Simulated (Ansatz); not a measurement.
# From barrier to diffusion: H in Ti

The calculation used DFT PBE, scalar-relativistic, plane waves, PAW in Ansatz. (420 eV cutoff, 4×4×4 k-mesh, shifted by half a step, Gaussian smearing of 0.10 eV, no spin polarisation)

Host crystal, relaxed:

```yaml
crystal:
  lattice:
    - [0.00000, 2.05602, 2.05602]
    - [2.05602, 0.00000, 2.05602]
    - [2.05602, 2.05602, 0.00000]
  atoms:
    - { symbol: Ti, position: [0.00000, 0.00000, 0.00000] }
```

In a supercell of 16 host sites, interstitial H hops to an equivalent place, moving 2.91 Å. Climbing-image nudged elastic band at fixed cell; the order of the saddle wasn't checked, and the small cell leaves errors of about a tenth of an eV. Zero-point motion and tunnelling, which matter for H, are left out.

| image | path (Å) | E − E(0) (eV) |
| --- | --- | --- |
| 0 | 0.00 | 0.000 |
| 1 | 0.63 | 0.376 |
| 2 | 1.26 | 0.422 |
| 3 | 1.90 | 0.178 |
| 4 | 2.53 | 0.517 |
| 5 | 3.03 | 0.266 |
| 6 | 3.53 | 0.000 |

Task: What are the barriers forward and back, and what attempt frequency does the shape suggest?

Result: Forward 0.52 eV, back 0.52 eV, the ends being level. For a sinusoidal profile E_b sin²(πx/l), with the H atom alone moving, ν = (1/l)√(E_b/2m) = 1.7×10¹³ s⁻¹, within an order of magnitude of the customary 10¹³ s⁻¹; a true prefactor needs the vibrations at the minimum and at the saddle.

Task: With ν = 10¹³ s⁻¹, give the forward jump rate along this one path, the wait 1/k for that jump, the diffusivity D ≈ l²k and the distance √(Dt) covered in an hour at 300, 600 and 1000 K, taking the host as solid throughout.

Result: k = ν exp(−E_b/k_BT):
| T (K) | k (1/s) | wait (s) | D (cm²/s) | √(Dt) in 1 h (nm) |
| --- | --- | --- | --- | --- |
| 300 | 2.1×10⁴ | 4.8×10⁻⁵ | 1.8×10⁻¹¹ | 2515 |
| 600 | 4.6×10⁸ | 2.2×10⁻⁹ | 3.9×10⁻⁷ | 3.7×10⁵ |
| 1000 | 2.5×10¹⁰ | 4.0×10⁻¹¹ | 2.1×10⁻⁵ | 2.8×10⁶ |

D = l²k holds for six equivalent jumps in three dimensions (z l²k/6) and is a scale otherwise. Long-range transport needs a connected net of such jumps, and traps slow it. D is that of an interstitial already there. An error of 0.1 eV in the barrier changes k by a factor of 48 at 300 K and 3.2 at 1000 K.

Cost: 1 run of about 43 core-minutes, on AMD EPYC 9R45 (Zen 5) (shared hosts).